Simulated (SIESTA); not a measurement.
The system is GaN.

```
CELL_PARAMETERS angstrom
0.00000 2.25350 2.25350
2.25350 0.00000 2.25350
2.25350 2.25350 0.00000
ATOMIC_POSITIONS crystal
Ga 0.00000 0.00000 0.00000
N 0.25000 0.25000 0.25000
```

The cell is a database's computed one.

Base run:

| Quantity | Value |
| --- | --- |
| Program | SIESTA 5.4.2 |
| Functional | PBE |
| Potentials or basis | SG15 1.2 (PBE files) or PseudoDojo by element |
| Basis | DZP (energy shift 0.003 Ry; two zetas on semicore shells) |
| Grid cutoff | 800 Ry |
| Energy shift | 0.003 Ry |
| k mesh | 10 × 10 × 10 |
| Occupations | fermi-dirac, width 0.05 eV |
| Spin | no spin polarisation |

Its results: band gap on the k mesh 1.83 eV, direct; pressure 8.4 GPa.

Task: After a change of settings the same cell gave: band gap on the k mesh 1.88 eV, direct; pressure -4.4 GPa. Which change was it?
A. functional from PBE to LDA; potentials or basis from SG15 1.2 (PBE files) or PseudoDojo by element to PseudoDojo 0.4 standard (LDA files)
B. functional from PBE to vdW-DF-cx; potentials or basis from SG15 1.2 (PBE files) or PseudoDojo by element to PseudoDojo 0.4 standard (PBE files)
C. potentials or basis from SG15 1.2 (PBE files) or PseudoDojo by element to PseudoDojo 0.4 standard (PBE files); basis from DZP (energy shift 0.003 Ry; two zetas on semicore shells) to TZP (energy shift 0.003 Ry; two zetas on semicore shells)
D. functional from PBE to BLYP; potentials or basis from SG15 1.2 (PBE files) or PseudoDojo by element to PseudoDojo 0.4 standard (PBE files)

Result: A.

Caveats: the basis of atomic orbitals isn't converged, which shifts pressures, moduli and gaps.
